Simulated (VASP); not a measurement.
# Ru2S: single point with PBE

The system is Ru2S.

```xyz
3
Lattice="1.8169 1.0490 3.7851 -1.8169 1.0490 3.7851 0.0000 -2.0980 3.7851" Properties=species:S:1:pos:R:3 pbc="T T T"
Ru    0.0000    0.0000    8.5021
Ru    0.0000    0.0000    2.8532
S     0.0000    0.0000    0.0000
```

The cell was built by a generator and needn't be a form met in nature.

```json
{"Program": "VASP 6.6.1", "Task": "single point", "Functional": "PBE", "Potentials or basis": "VASP PAW PBE potentials, release 64 (Ru_pv, S)", "Cutoff": "520 eV", "k mesh": "15 × 15 × 15", "Occupations": "gaussian, width 0.1 eV", "Spin": "no spin polarisation"}
```

```
Pressure               : 0.0 GPa
Largest force          : 0.012 eV/Å
Band gap on the k mesh : none (metal or under the smearing width)
```

Forces in eV/Å, atoms in the order of the input:
```
Ru   0.000  0.000  0.012
Ru   0.000  0.000 -0.012
S    0.000  0.000  0.000
```

Levels at points of the mesh, in eV from the Fermi level:
| k point | band 13 | band 14 | band 15 | band 16 | band 17 | band 18 | band 19 | band 20 | band 21 | band 22 |
| --- | --- | --- | --- | --- | --- | --- | --- | --- | --- | --- |
| (0.00, 0.00, 0.00) | -1.38 | -0.81 | -0.81 | 0.64 | 1.45 | 1.45 | 1.97 | 3.32 | 3.32 | 4.10 |

Wall time 5.1 min on 1 thread of Intel(R) Xeon(R) Platinum 8488C (Sapphire Rapids), with other jobs on the host, peak memory 0.41 GiB.
